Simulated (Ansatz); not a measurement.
# SiC: one crystal by all-electron and frozen-core methods

The same cell of SiC is computed with all-electron LAPW, PAW on the default files and datasets made for this crystal, to set the results side by side.

Program: Ansatz 0.2.0. Level of theory: DFT PBE, scalar-relativistic. These are calculated values, not measurements.

## (1) Starting point

The structure is hexagonal, space group P6_3mc (No. 186). Conventional cell: a = 3.076 Å, b = 3.076 Å, c = 5.048 Å, α = 90.00°, β = 90.00°, γ = 120.00°. Around Si (site symmetry 3m) lie 4 C at 1.87 to 1.94 Å. C (site symmetry 3m) has 4 Si at 1.87 to 1.94 Å as nearest neighbours.

As a file:

```xyz
4
Lattice="3.0760 0.0000 0.0000 -1.5380 2.6639 0.0000 0.0000 0.0000 5.0480" Properties=species:S:1:pos:R:3 pbc="T T T"
Si    0.0000    1.7759    0.0000
Si    1.5380    0.8880    2.5240
C     0.0000    1.7759    1.9435
C     1.5380    0.8880    4.4675
```

The structure is an experimental refinement, used without relaxation.

Atoms are numbered in the order of the input: Si1, Si2, C3, C4.

## (2) All-electron LAPW

Contents of input.yaml:

```yaml
crystal:
  lattice:
    - [3.0759982064, 0.0, 0.0]
    - [-1.5379991032, 2.6638925888, 0.0]
    - [0.0, 0.0, 5.048]
  atoms:
    - { symbol: Si, position: [0.3333333333, 0.6666666667, 0.0] }
    - { symbol: Si, position: [0.6666666667, 0.3333333333, 0.5] }
    - { symbol: C, position: [0.3333333333, 0.6666666667, 0.385] }
    - { symbol: C, position: [0.6666666667, 0.3333333333, 0.885] }
kpoints:
  mp_grid: { grid: [15, 15, 8] }
  band_path:
    path:
      - [0.0, 0.0, 0.0]
      - [0.5, 0.0, 0.0]
      - [0.3333333333, 0.3333333333, 0.0]
      - [0.0, 0.0, 0.0]
      - [0.0, 0.0, 0.5]
      - [0.5, 0.0, 0.5]
      - [0.3333333333, 0.3333333333, 0.5]
      - [0.0, 0.0, 0.5]
      - [0.5, 0.0, 0.5]
    npoints: 14
scf:
  occupations: { method: fermi_dirac, width: 0.08 }
hamiltonian:
  xc: pbe
  pseudopotentials: { kind: all_electron, lapw: { basis_error: 0.001 } }
output:
  forces: true
  stress: true
  eigenvalues: true
  populations: true
  dos: { projected: true, de: 0.2, e_range: [-14, 8] }
```

Command:

```bash
$ ansatz run input.yaml --threads 1 --pin off --max-ram 4096MiB --backend cpu --events-out ev --progress --plain --runs-dir out
```

Output (excerpt; [...] marks lines left out):

```text
Si: projections on atomic orbitals take those of the free atom 1s2 2s2 2p6 3s2 3p2, of charge +0.00 (hamiltonian.pseudopotentials.projection_atoms)
C: projections on atomic orbitals take those of the free atom 1s2 2s2 2p2, of charge +0.00 (hamiltonian.pseudopotentials.projection_atoms)
LAPW: plane waves up to 9.673 Å⁻¹, error target 1.0e-3 eV per atom; small_component_spin mean_spin; C in spheres of 0.875 Å, 6 of its electrons in bands, Dirac shells []; Si in spheres of 0.993 Å, 12 of its electrons in bands, Dirac shells []
[...]
Pseudopotentials: kind: all_electron
Pseudopotential: Si, LAPW, valence charge 12, Koelling and Harmon's equation, gaussian nucleus
Pseudopotential: C, LAPW, valence charge 6, Koelling and Harmon's equation, gaussian nucleus
Functional definition: PBE
[...]
Crystal: 4 atoms, lattice volume = 41.364 Å³
Basis set: ecut = 356.4982640454202 eV, 627 PW (Γ), exchange–correlation at level 2
Bands: 22, of which v1, the nominal top of the filled ones, is band 18 counted from 1 (17 counted from 0)
Symmetry: 12 space group operations
Space group: P63mc (ITA 186), of the structure as read, at distance tolerance 3.5e-5 Å
k-points: 135 of 1800 (time reversal used)
[...]
SCF iter   1: F=—  HF=-17862.735957 eV  |F-HF|=—  |Δ(HF+E_count)|=         —  Δρ=1.42e-1  dr2=9.86e0  ethr=2.74e-2  ⟨swp⟩=2.0  Hψ=20878  notcnv=0
[...]
the basis was enlarged: its passes take 474.9 KiB over the memory plan, 1 of 1 planned eigensolver slots
[...]
SCF iter   7: F=-17859.021065 eV  HF=-17859.021065 eV  |F-HF|=9.31e-10  |Δ(HF+E_count)|=   2.19e-7  Δρ=4.18e-6  dr2=4.44e-9  ethr=2.32e-9  ⟨swp⟩=3.0  Hψ=8228  notcnv=0
[...]
NSCF: frozen V_eff on 113 k-points
SCF converged after 7 iterations
Free energy (F): -17859.021065 eV
[...]
E sigma→0 (E₀):  -17859.021065 eV
Fermi energy:    12.248995 eV
[...]
--- Forces (eV/Å), atoms counted from 1 ---
  atom   1  Si     0.00000000     0.00000000     0.75229407
  atom   2  Si    -0.00000000    -0.00000000     0.75229407
  atom   3  C      0.00000000     0.00000000    -0.75231378
  atom   4  C     -0.00000000    -0.00000000    -0.75231378
[...]
--- Stress (GPa, compression-positive) ---
        5.321238      -0.000000      -0.000000
       -0.000000       5.321238      -0.000000
       -0.000000      -0.000000       0.494096
  P = ⅓ Tr σ = 3.7122 GPa (37.122 kbar)
--- Band table (eV; the first three rows and the last of 135) ---
  k-point 0: bands = ["-252.7603", "-252.7603", "-122.4009", "-122.4008", "-78.4593", "-78.4577", "-78.4351", "-78.4351", "-78.4348", "-78.4348", "-4.6633", "-1.1623", "2.3698", "9.5051", "9.5051", "10.7863", "10.7863", "11.0632", "15.6812", "17.0804", "17.5637", "17.5637"]
[...]
--- Löwdin populations: 4 sites ---
  site symbol       q [e]
     0     Si     12.9269
     1     Si     12.9269
     2      C      6.9954
     3      C      6.9954
  spilling = 0.003888 (of n_electrons = 40.000000)
```

Wall time 63 s (1 thread of Intel Xeon Platinum 8488C (Sapphire Rapids), shared host); peak memory 0.59 GiB.

Read from it: pressure 3.71 GPa; gap 2.32 eV, indirect from Γ to K; largest force 0.752 eV/Å.

Levels at the path's labelled points, in eV from the valence-band top:

| point | band 15 | band 16 | band 17 | band 18 | band 19 | band 20 | band 21 |
| --- | --- | --- | --- | --- | --- | --- | --- |
| Γ | -1.56 | -0.28 | -0.28 | 0.00 | 4.62 | 6.02 | 6.50 |
| M | -5.43 | -3.55 | -3.26 | -1.49 | 2.59 | 4.20 | 6.74 |
| K | -6.51 | -4.12 | -4.04 | -4.04 | 2.32 | 7.97 | 8.64 |
| Γ | -1.56 | -0.28 | -0.28 | 0.00 | 4.62 | 6.02 | 6.50 |
| A | -0.97 | -0.97 | -0.97 | -0.97 | 5.70 | 5.70 | 7.17 |
| L | -2.69 | -2.69 | -2.34 | -2.34 | 3.16 | 3.16 | 4.99 |
| H | -5.86 | -5.86 | -1.75 | -1.75 | 4.81 | 4.81 | 5.97 |
| A | -0.97 | -0.97 | -0.97 | -0.97 | 5.70 | 5.70 | 7.17 |
| L | -2.69 | -2.69 | -2.34 | -2.34 | 3.16 | 3.16 | 4.99 |

States per cell in windows of 1 eV (zero at the valence-band top; grid of 0.20 eV, so sharp peaks spill over the borders):

| from | to | total | C 2p | Si 3p | Si 3s | C 2s |
| --- | --- | --- | --- | --- | --- | --- |
| -10 | -9 | 0.00 | 0.00 | 0.00 | 0.00 | 0.00 |
| -9 | -8 | 0.59 | 0.30 | 0.10 | 0.17 | 0.02 |
| -8 | -7 | 1.38 | 0.68 | 0.23 | 0.36 | 0.09 |
| -7 | -6 | 1.06 | 0.53 | 0.25 | 0.15 | 0.12 |
| -6 | -5 | 1.19 | 0.63 | 0.35 | 0.11 | 0.09 |
| -5 | -4 | 1.45 | 0.83 | 0.43 | 0.09 | 0.08 |
| -4 | -3 | 1.86 | 1.16 | 0.55 | 0.08 | 0.06 |
| -3 | -2 | 2.27 | 1.55 | 0.58 | 0.05 | 0.04 |
| -2 | -1 | 1.82 | 1.38 | 0.37 | 0.02 | 0.02 |
| -1 | 0 | 0.38 | 0.33 | 0.04 | 0.00 | 0.00 |
| 0 | 1 | 0.00 | 0.00 | 0.00 | 0.00 | 0.00 |
| 1 | 2 | 0.00 | 0.00 | 0.00 | 0.00 | 0.00 |
| 2 | 3 | 0.15 | 0.02 | 0.06 | 0.02 | 0.02 |
| 3 | 4 | 1.20 | 0.16 | 0.51 | 0.10 | 0.18 |
| 4 | 5 | 1.49 | 0.22 | 0.64 | 0.15 | 0.20 |
| 5 | 6 | 1.43 | 0.23 | 0.55 | 0.21 | 0.12 |
| 6 | 7 | 2.11 | 0.34 | 0.81 | 0.30 | 0.18 |

## (3) PAW on the default files

Changes to input.yaml since step 2:

```diff
@@ -28,3 +28,3 @@
   xc: pbe
-  pseudopotentials: { kind: all_electron, lapw: { basis_error: 0.001 } }
+  pseudopotentials: { kind: paw }
 output:
@@ -33,3 +33,9 @@
   eigenvalues: true
+  efg: { contact_densities: true }
   populations: true
+  bader: true
   dos: { projected: true, de: 0.2, e_range: [-14, 8] }
+  write_density: true
+  write_potential: true
+  elf: true
+  volumetric_format: npy
```

Command:

```bash
$ ansatz run input.yaml --threads 1 --pin off --max-ram 4096MiB --backend cpu --events-out ev --progress --plain --runs-dir out
```

Output:

```text
Engine: ansatz 0.2.0
Pseudopotentials: kind: paw
Pseudopotential: Si, paw, valence charge 4, recommended cutoff 420 eV (normal)
Pseudopotential: C, paw, valence charge 4, recommended cutoff 420 eV (normal)
[... 1 set-up line as earlier in the session ...]
  parameter kappa = 0.804
  parameter beta = 0.06672455060314922
  exchange = pbe_x(kappa = kappa, mu = beta*pi^2/3)
  correlation = pbe_c(beta = beta)
Crystal: 4 atoms, lattice volume = 41.364 Å³
Basis set: ecut = 420 eV, 785 PW (Γ), exchange–correlation on 48×48×72 points (8 copies of the dense FFT grid, shifted against one another)
Bands: 12, of which v1, the nominal top of the filled ones, is band 8 counted from 1 (7 counted from 0)
[... 2 set-up lines as earlier in the session ...]
k-points: 135 of 1800 (time reversal used)
Non-local potential: Si, projectors of the file, l = 0: 2, l = 1: 2, l = 2: 2
Non-local potential: C, projectors of the file, l = 0: 2, l = 1: 2, l = 2: 1
PAW form: soft (Blöchl's): semilocal exchange-correlation on the pseudo side does not see the compensation charge
PAW one-centre angular grid: Si, 110 points (default); XC on 64 Gauss nodes
PAW one-centre angular grid: C, 110 points (default); XC on 64 Gauss nodes
Initial density: superposition of atomic densities (neutral atoms: chi_scale 0, normalization atom), corrected by the library's trained network
Initial wavefunctions: pseudopotential atomic-orbital guess
Functional: x = pbe(κ = 0.804, μ = 0.2195149727645171), c = pbe(β = 0.06672455060314922)
SCF iter   1: F=—  HF=-1774.266123 eV  |F-HF|=—  |Δ(HF+E_count)|=         —  Δρ=2.44e-3  dr2=2.63e-3  ethr=1.77e-3  ⟨swp⟩=5.1  Hψ=10569  notcnv=0
preconditioner: auto → none  [insulator: Δε(μ)=2.299 eV  Ē_g=11.907 eV  σ=0.080 eV  W_gap=1.00  n_scr=2 (ndim 8)  ℏωp=23.1 eV  f_vac=0.000  D(μ)=0.00/eV (n_scr^D=0)  ε∞_Penn≈4.8]
SCF iter   2: F=—  HF=-1774.266053 eV  |F-HF|=—  |Δ(HF+E_count)|=   6.94e-5  Δρ=8.83e-4  dr2=1.92e-4  ethr=1.64e-5  ⟨swp⟩=2.3  Hψ=3773  notcnv=0
SCF iter   3: F=—  HF=-1774.266083 eV  |F-HF|=—  |Δ(HF+E_count)|=   2.97e-5  Δρ=3.82e-4  dr2=2.50e-5  ethr=1.20e-6  ⟨swp⟩=2.0  Hψ=2464  notcnv=0
SCF iter   4: F=—  HF=-1774.266113 eV  |F-HF|=—  |Δ(HF+E_count)|=   3.04e-5  Δρ=6.60e-5  dr2=8.71e-7  ethr=1.56e-7  ⟨swp⟩=2.5  Hψ=2666  notcnv=0
iter 5 did not close the SCF: its close was put off for the readings that it lacked (scf_convergence_deferred on its scf_iter line)
SCF iter   5: F=-1774.266115 eV  HF=-1774.266115 eV  |F-HF|=1.50e-8  |Δ(HF+E_count)|=   1.37e-6  Δρ=6.49e-6  dr2=7.88e-9  ethr=5.44e-9  ⟨swp⟩=2.2  Hψ=2714  notcnv=0
SCF iter   6: F=-1774.266115 eV  HF=-1774.266115 eV  |F-HF|=1.74e-10  |Δ(HF+E_count)|=   1.70e-8  Δρ=7.92e-7  dr2=1.60e-10  ethr=4.93e-11  ⟨swp⟩=5.2  Hψ=8912  notcnv=0
SCF 1 converged in 6 iterations: F = -1774.266115 eV  dr2 = 1.60e-10
NSCF: frozen V_eff on 113 k-points
SCF converged after 6 iterations
Free energy (F): -1774.266115 eV
Harris-Foulkes:  -1774.266115 eV  (|F-HF|=1.74e-10)
Internal energy: -1774.266115 eV  (E = F + TS)
E sigma→0 (E₀):  -1774.266115 eV
Fermi energy:    10.969856 eV
--- Per-component energies (eV) ---
  E_band       = 57.481299
  E_kinetic    = 271.758146
  E_local      = -211.043813  (includes V_loc(G=0)·N_el)
  E_nonlocal   = 103.696624
  E_hartree    = 65.202333
  E_xc         = -211.132374
  E_vxc        = -218.904530  (∫ρ·V_xc dr)
  E_paw        = -1224.175958  (= ΣΔE_a)
  E_vpaw       = -18.429735  (= ΣTr[D̂ρ^β])
  E_aug_tail   = 0.000028  (compensation charges beyond the density's cutoff)
  E_ewald      = -568.571100
  E_smearing   = -0.000000  (= −TS)
  E_closure    = 0.000000  (closes the sum)
  Σ components = -1774.266115   (vs F -1774.266115, Δ=0.00e0)
--- Forces (eV/Å), atoms counted from 1 ---
  atom   1  Si     0.00000000     0.00000000     0.75265410
  atom   2  Si    -0.00000000    -0.00000000     0.75265410
  atom   3  C     -0.00000000     0.00000000    -0.75265667
  atom   4  C      0.00000000     0.00000000    -0.75265667
  max |Σ_I F_I| component: 5.14e-6 eV/Å
--- Stress (GPa, compression-positive) ---
        5.318213       0.000000      -0.000000
       -0.000000       5.318213       0.000000
       -0.000000       0.000000       0.453041
  P = ⅓ Tr σ = 3.6965 GPa (36.965 kbar)
--- PAW observables at the nuclei: V_zz in 10²¹ V/m², potentials from the cell's mean, atoms counted from 1 ---
  atom   1  Si V_zz =    +1.677290   η = 0.0000   by run symmetry: allowed
            electrostatic potential = -1362.143792 V   contact ρ = 12807.084467 e/Å³
  atom   2  Si V_zz =    +1.677290   η = 0.0000   by run symmetry: allowed
            electrostatic potential = -1362.143792 V   contact ρ = 12807.084467 e/Å³
  atom   3  C  V_zz =    +0.235300   η = 0.0000   by run symmetry: allowed
            electrostatic potential = -418.696507 V   contact ρ = 866.905187 e/Å³
  atom   4  C  V_zz =    +0.235300   η = 0.0000   by run symmetry: allowed
            electrostatic potential = -418.696507 V   contact ρ = 866.905187 e/Å³
--- Band table (eV; the first three rows and the last of 135) ---
  k-point 0: bands = ["-5.9424", "-2.4407", "1.0908", "8.2268", "8.2268", "9.5067", "9.5067", "9.7835", "14.4013", "15.7942", "16.2903", "16.2903"]
  k-point 1: bands = ["-5.8663", "-2.7555", "1.5317", "8.2687", "8.2687", "9.3263", "9.4498", "9.4498", "14.4719", "16.1446", "16.3139", "16.3139"]
  k-point 2: bands = ["-5.6393", "-3.4189", "2.5694", "8.2122", "8.3908", "8.3908", "9.2924", "9.2924", "14.6820", "16.4089", "16.4089", "16.6276"]
  k-point 134: bands = ["-1.1307", "-1.1307", "1.8459", "1.8459", "3.9282", "3.9282", "8.0333", "8.0333", "14.5979", "14.5979", "15.7508", "15.7508"]
--- Löwdin populations: 4 sites ---
  site symbol       q [e]
     0     Si      2.9211
     1     Si      2.9211
     2      C      4.9991
     3      C      4.9991
  spilling = 0.009979 (of n_electrons = 16.000000)
--- Bader charges: 4 sites ---
  site symbol  charge [e]  shift [e]
     0     Si      2.7821     0.0161
     1     Si      2.7821     0.0161
     2      C     -2.7821     0.0161
     3      C     -2.7821     0.0161
  estimated error of the sums over rays = 6.3e-4 e
```

Run time: 44 s. Hardware: 1 thread of Intel Xeon Platinum 8488C (Sapphire Rapids), shared host; peak memory 0.44 GiB.

In short: pressure 3.70 GPa; gap 2.33 eV, indirect from Γ to K; largest force 0.753 eV/Å; Vzz Si1 1.68 (η = 0.00), C3 0.24 (η = 0.00) (10²¹ V/m²).

| atom | Bader charge (e) | basin volume (Å³) |
| --- | --- | --- |
| Si1 | +2.78 | 4.59 |
| C3 | -2.78 | 16.09 |

Density in a lattice plane of the grid's cell (edges 3.08 and 5.05 Å, at 0.333 of the third edge), which holds Si and C.

Ten even steps from '0' (0.07 e/Å³) to '9' (1.81 e/Å³):
```
21112346898754
21111357999964
21001247999863
10000135788642
00000123565421
00000012344321
00000012233211
00000011111111
11111111000011
21112221000012
22222221000122
22222222100122
22222211111111
11111110000001
01110000000000
00000000000000
00000000000000
00000001111100
11011112222221
21111234555532
```
Columns run along the first of these edges and rows up along the second, over one cell in 14 and 20 even steps from the bottom left corner. Atoms in the plane (fractional): Si at (0.67, 0.50), C at (0.67, 0.89).

ELF in the same plane.

Ten even steps from ' ' (0.06) to '@' (0.91):
```
%%**====##%%@@%%**--==**%%@@
%%**--==**%%%%##--    ==%%%%
##==::--++##%%##--  ..==##%%
++--....--**######****######
--..    ::==##%%@@@@@@@@%%**
::      ..--**%%@@@@@@@@##++
..      ..::==##%%@@@@%%**--
--::::::::------==++====----
++++++++++++==::..::....::++
%%##**######**--..----..==##
%%%%####%%%%##==::....::**%%
%%########%%##++::....--**%%
##******####**++--..::--**##
++++++++++++==--::....::--==
--==++====--::..        ..::
::--====--::..            ..
..::----::....            ..
--::::::::------------------
++--::::==**####********##**
%%++----**%%%%%%######%%%%%%
```
Columns run along the first of these edges and rows up along the second, over one cell in 14 and 20 even steps from the bottom left corner. Atoms in the plane (fractional): Si at (0.67, 0.50), C at (0.67, 0.89).

Both are smooth fields of the valence electrons: close to the nuclei they are not physical.

Outside the cores ELF peaks at 0.93 on the C–Si line, 0.9 Å from C.

## (4) Datasets made for this crystal

Changes to input.yaml since step 3:

```diff
@@ -23,3 +23,3 @@
       - [0.5, 0.0, 0.5]
-    npoints: 14
+    npoints: 8
 scf:
@@ -28,3 +28,3 @@
   xc: pbe
-  pseudopotentials: { kind: paw }
+  pseudopotentials: { kind: all_electron, datasets: crystal }
 output:
@@ -34,8 +34 @@
   efg: { contact_densities: true }
-  populations: true
-  bader: true
-  dos: { projected: true, de: 0.2, e_range: [-14, 8] }
-  write_density: true
-  write_potential: true
-  elf: true
-  volumetric_format: npy
```

Command:

```bash
$ ansatz run input.yaml --threads 1 --pin off --max-ram 4096MiB --backend cpu --events-out ev --progress --plain --runs-dir out
```

Output (excerpt; [...] marks lines left out):

```text
[...]
band count auto-derived: 13 (N_el = 16.0; filled up to band 8; 12 by the electrons, moments and atoms)
[...]
[... 1 set-up line as earlier in the session ...]
Pseudopotential: Si, paw, valence charge 12, recommended cutoff 340 eV (normal), Koelling and Harmon's equation, gaussian nucleus
Pseudopotential: C, paw, valence charge 4, recommended cutoff 340 eV (normal), Koelling and Harmon's equation, gaussian nucleus
[... 1 set-up line as earlier in the session ...]
[...]
Crystal: 4 atoms, lattice volume = 41.364 Å³
Basis set: ecut = 340 eV, 591 PW (Γ), exchange–correlation on 48×48×72 points (8 copies of the dense FFT grid, shifted against one another)
Bands: 13, of which v1, the nominal top of the filled ones, is band 8 counted from 1 (7 counted from 0)
[... 2 set-up lines as earlier in the session ...]
k-points: 135 of 1800 (time reversal used)
[...]
WARN: these bands are not tested for levels that they lack, and near the highest can lack one: the test was left open at 1 of its k-points (by spin channel)
[...]
        5.315121      -0.000000      -0.000000
       -0.000000       5.315121      -0.000000
       -0.000000      -0.000000       0.491033
  P = ⅓ Tr σ = 3.7071 GPa (37.071 kbar)
  It holds what live shells' own plane waves past their cutoff add
--- PAW observables at the nuclei: V_zz in 10²¹ V/m², potentials from the cell's mean, atoms counted from 1 ---
  atom   1  Si V_zz =    +1.647851   η = 0.0000   by run symmetry: allowed
            electrostatic potential = -1361.954478 V   contact ρ = 12816.061067 e/Å³
  atom   2  Si V_zz =    +1.647851   η = 0.0000   by run symmetry: allowed
            electrostatic potential = -1361.954478 V   contact ρ = 12816.061067 e/Å³
  atom   3  C  V_zz =    +0.249547   η = 0.0000   by run symmetry: allowed
            electrostatic potential = -418.703987 V   contact ρ = 867.049969 e/Å³
  atom   4  C  V_zz =    +0.249547   η = 0.0000   by run symmetry: allowed
            electrostatic potential = -418.703987 V   contact ρ = 867.049969 e/Å³
--- Band table (eV; the first three rows and the last of 135) ---
  k-point 0: bands = ["-4.6633", "-1.1624", "2.3699", "9.5049", "9.5049", "10.7861", "10.7861", "11.0631", "15.6813"]
[...]
```

Run time: 29 s. Hardware: 1 thread of Intel Xeon Platinum 8488C (Sapphire Rapids), shared host; peak memory 0.78 GiB.

This run gives: pressure 3.71 GPa; largest force 0.752 eV/Å; Vzz Si1 1.65 (η = 0.00), C3 0.25 (η = 0.00) (10²¹ V/m²).

| atom | contact density (e/Å³) |
| --- | --- |
| Si1 | 12816.06 |
| C3 | 867.05 |

## (5) The methods compared

Highest filled and lowest empty level at the labelled points (eV from each run's valence-band top):

| point | LAPW top | LAPW bottom | PAW top | PAW bottom |
| --- | --- | --- | --- | --- |
| Γ | 0.00 | 4.62 | 0.00 | 4.62 |
| M | -1.49 | 2.59 | -1.49 | 2.59 |
| K | -4.04 | 2.32 | -4.04 | 2.33 |
| Γ | 0.00 | 4.62 | 0.00 | 4.62 |
| A | -0.97 | 5.70 | -0.97 | 5.70 |
| L | -2.34 | 3.16 | -2.34 | 3.17 |
| H | -1.75 | 4.81 | -1.75 | 4.81 |
| A | -0.97 | 5.70 | -0.97 | 5.70 |
| L | -2.34 | 3.16 | -2.34 | 3.17 |

```
          method  pressure (GPa)  gap on the k mesh (eV)  largest force (eV/Å)  Vzz Si1 (10²¹ V/m²)  Vzz C3 (10²¹ V/m²)  SCF cycles, all passes
            LAPW            3.71                    2.32                 0.752                    –                   –                       7
             PAW            3.70                    2.33                 0.753                 1.68                0.24                       6
crystal datasets            3.71                       –                 0.752                 1.65                0.25                       8
```

## (6) Results

| quantity | value |
| --- | --- |
| pressure | LAPW 3.71, PAW 3.70, crystal datasets 3.71 GPa |
| gap (LAPW) | 2.32 eV, indirect from Γ to K |
| largest force | LAPW 0.752, PAW 0.753, crystal datasets 0.752 eV/Å |
| Bader charges (PAW) | Si1 +2.78, C3 -2.78 e |
| highest ELF (PAW) | 0.93, 0.91 Å from C |

The pressure of 3.7 GPa pushes the cell to expand, with the atoms held in place. The gap is 2.32 eV, indirect from Γ to K. It is the Kohn-Sham gap of a semilocal functional, which mostly lies below the gap found in experiment. The top eV of the valence band is mostly C 2p (86 % of the projected weight). The projection holds only the free atom's occupied shells (Si 3s, Si 3p, C 2s, C 2p in this range). The field gradient at Si1, the largest by crystal datasets, is 1.68 by PAW and 1.65 by crystal datasets (10²¹ V/m²), within 5 %. PAW lies -0.02 GPa from LAPW in pressure and less than 0.01 eV in the gap. The forces differ by at most 1 meV/Å in a component, on a largest force of 0.752 eV/Å.
